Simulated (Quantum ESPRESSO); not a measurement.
GaAs, 2 atoms in the cell. It takes space group F-43m (No. 216, cubic). Conventional cell: a = 5.654 Å, b = 5.654 Å, c = 5.654 Å, α = 90.00°, β = 90.00°, γ = 90.00°. Around As (site symmetry -43m) lie 4 Ga at 2.45 Å. Around Ga (site symmetry -43m) lie 4 As at 2.45 Å. 

* Program: Quantum ESPRESSO 7.5
* Task: single point
* Functional: PBE
* Potentials or basis: SG15 PBE 1.2
* Cutoff: 952 eV
* Density cutoff: 3810 eV
* k mesh: 6 × 6 × 6
* Occupations: fermi-dirac, width 0.05 eV
* Spin: no spin polarisation
* Mixing beta: 0.5
* Most SCF iterations: 120
* SCF threshold: 4e-10 Ry

Potentials or basis: SG15 PBE 1.2.

Launch:

```bash
$ OMP_NUM_THREADS=1 mpirun -n 2 pw.x -nk 2 -in pw.in > pw.out
```

Hardware: 2 MPI ranks on Arm Neoverse V1, on a shared host.

Problem. Estimate the wall time of this run.

Solution. Wall time 10 s on 2 MPI ranks on Arm Neoverse V1 (shared host), peak memory 0.14 GiB a rank. Counts: scf iterations 9, k pools 2, bands 15, k points 16, g dense 24045.
